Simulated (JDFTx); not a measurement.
Set up this calculation in JDFTx 1.7.0 (patched build), as the native input.

- Task: single point
- Functional: PBEsol
- Potentials or basis: PseudoDojo-SR-PBEsol-0.4.1-standard
- Cutoff: 762 eV
- Density cutoff: 6095 eV
- k mesh: 6 × 6 × 5
- Occupations: fermi-dirac, width 0.05 eV
- Spin: no spin polarisation
- Bands: 27
- Density cutoff over wavefunction cutoff: 8
- Max SCF steps: 100
- SCF threshold on the energy: 1e-09 Ha
- Solver of the electrons: scf
- Further solve for the empty bands: yes

Crystal: PbS.

```
Pb S
1.0
     2.07995   -5.99130    0.00000
     2.07995    5.99130    0.00000
     0.00000    0.00000    4.27932
Pb S
2 2
Direct
  0.13056 0.86944 0.25000
  0.86944 0.13056 0.75000
  0.35480 0.64520 0.25000
  0.64520 0.35480 0.75000
```

Measurements of this composition are mostly on another form, of space group No. 225.

One way to write it, as run:

PbS.in

```
lattice \
    2.0799526950     2.0799526950     0.0000000000 \
   -5.9912968650     5.9912968650     0.0000000000 \
    0.0000000000     0.0000000000     4.2793209400
latt-scale 1.889726124626 1.889726124626 1.889726124626
coords-type Lattice
ion Pb     0.1305633500     0.8694366500     0.2500000000 1
ion Pb     0.8694366500     0.1305633500     0.7500000000 1
ion S      0.3547970900     0.6452029100     0.2500000000 1
ion S      0.6452029100     0.3547970900     0.7500000000 1

ion-species pseudo/Pb.upf
ion-species pseudo/S.upf
elec-cutoff 28 224
elec-ex-corr gga-PBEsol
kpoint-folding 6 6 5
elec-smearing Fermi 0.0018374661
elec-n-bands 27
electronic-SCF nIterations 100 energyDiffThreshold 1e-09
electronic-minimize nIterations 30 energyDiffThreshold 1e-7
converge-empty-states yes
forces-output-coords Cartesian

dump-name run.$VAR
dump End Ecomponents EigStats BandEigs Kpoints Forces Stress ElecDensity
```

Potentials or basis: PseudoDojo-SR-PBEsol-0.4.1-standard.

Launch:

```sh
$ jdftx -c 1 -i PbS.in -o PbS.out
```

It gave:

| Property | Result |
| --- | --- |
| Pressure | -1.7 GPa |
| Largest force | 0.058 eV/Å |
| Band gap on the k mesh | 1.06 eV, indirect (least direct gap 1.14 eV) |
| Loewdin charges | Pb +0.46; S -0.41 e |

Caveat: spin-orbit coupling is left out, which as a rule narrows the gap of such compounds by several tenths of an eV; an odd mesh through Γ misses points on the zone boundary, where band edges often lie.

It took 5.6 min on 1 thread of Arm Neoverse V2 (shared host), peak memory 0.37 GiB.
